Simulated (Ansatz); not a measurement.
## Te2Mo: enthalpy under pressure, worked through

Level of theory: DFT PBE, scalar-relativistic, plane waves, PAW in Ansatz. Settings: 420 eV cutoff, 12×12×2 k-mesh, Gaussian smearing of 0.02 eV, no spin polarisation.

Reference structure (relaxed):

```yaml
crystal:
  lattice:
    - [3.55666, 0.00000, 0.00000]
    - [-1.77833, 3.08016, 0.00000]
    - [0.00000, 0.00000, 15.33161]
  atoms:
    - { symbol: Te, position: [0.33333, 0.66667, 0.63207] }
    - { symbol: Te, position: [0.66667, 0.33333, 0.13207] }
    - { symbol: Te, position: [0.66667, 0.33333, 0.36793] }
    - { symbol: Te, position: [0.33333, 0.66667, 0.86793] }
    - { symbol: Mo, position: [0.33333, 0.66667, 0.25000] }
    - { symbol: Mo, position: [0.66667, 0.33333, 0.75000] }
```

Cell and atoms were relaxed at each target pressure within the start's symmetry (P6_3/mmc), at zero temperature; other phases can be more stable under pressure. H = E + PV with P the target; E is the free energy at the smearing used, whose derivative the pressure is, per atom and counted from zero pressure. The mesh named is that at zero pressure; some other pressures ran on another.

Spin-orbit coupling is left out, which matters for the bands and energies of heavy elements.

| P (GPa) | V (Å³/atom) | E − E0 (meV) | H − H0 (meV) |
| --- | --- | --- | --- |
| 0 | 27.993 | 0.0 | 0.0 |
| 2 | 25.098 | 12.3 | 325.6 |
| 5 | 23.628 | 43.0 | 780.4 |
| 10 | 22.154 | 109.9 | 1492.7 |
| 20 | 20.257 | 283.9 | 2812.6 |
| 40 | 18.134 | 669.0 | 5196.2 |

**Question.** Thermodynamics gives dH/dP = V along a relaxed path. Integrate V over P by the trapezoid rule and compare with the computed enthalpies.

**Answer.** With 1 eV/Å³ = 160.22 GPa, each step adds the mean volume times ΔP / 160.22:
```
P (GPa)  ∫V dP (meV) H − H0 (meV) difference (meV)
      2        331.4         325.6               5.7
      5        787.6         780.4               7.1
     10       1501.9        1492.7               9.2
     20       2825.5        2812.6              12.9
     40       5221.6        5196.2              25.4
```

V(P) curves upward, so the trapezoid rule runs high; integrating a smooth curve through the same points (P as a polynomial of degree 4 in ln V) puts that excess at about 29.5 meV at 40 GPa, against the 25.4 meV found. What is left comes from the shape of V(P) between points this far apart, and from the mesh, the smearing and the stress tolerance.

**Question.** At 40 GPa, how much of the enthalpy change is stored energy and how much is the PV term?

**Answer.** E rises by 669 meV/atom and PV is 40 × 18.134 / 160.22 = 4527 meV/atom, so PV makes 87 % of ΔH. So between rival structures at high pressure a small difference in volume can outweigh the difference in energy: 1 % of this volume is worth 45.3 meV/atom at this pressure.

**Question.** What bulk modulus do the lowest pressures give, and how is the compression shared among the axes?

**Answer.** From the pressures that the runs reached, 0.00 GPa (27.993 Å³) and 1.99 GPa (25.098 Å³), B = −ΔP/Δln V = 1.99 / 0.1092 = 18 GPa, a mean over that range. Where layers or molecules are held by dispersion forces, this functional describes the zero-pressure volume and B poorly. The linear compressibilities −Δln(length)/ΔP are 4.88 along a, 4.88 along b, 45.25 along c (in TPa⁻¹). With fixed angles they add up to 1/B: 55.01 against 55.01. Softest: c, at 82 % of the volume change per axis.

**Question.** The gap is 0.966 eV at 0.00 GPa and 0.713 eV at 1.99 GPa. What pressure coefficient and volume deformation potential follow?

**Answer.** dE_g/dP = -127.5 meV/GPa, and a_V = dE_g/d ln V = −B dE_g/dP = 2.32 eV. A gap that closes or barely moves under pressure is usual where the conduction edge lies away from the zone centre, has d character, or where the bands broaden faster than they shift. The band edges lie at other k points in the two runs, so this is a mean over different edges. Gaps are Kohn–Sham gaps over the whole zone.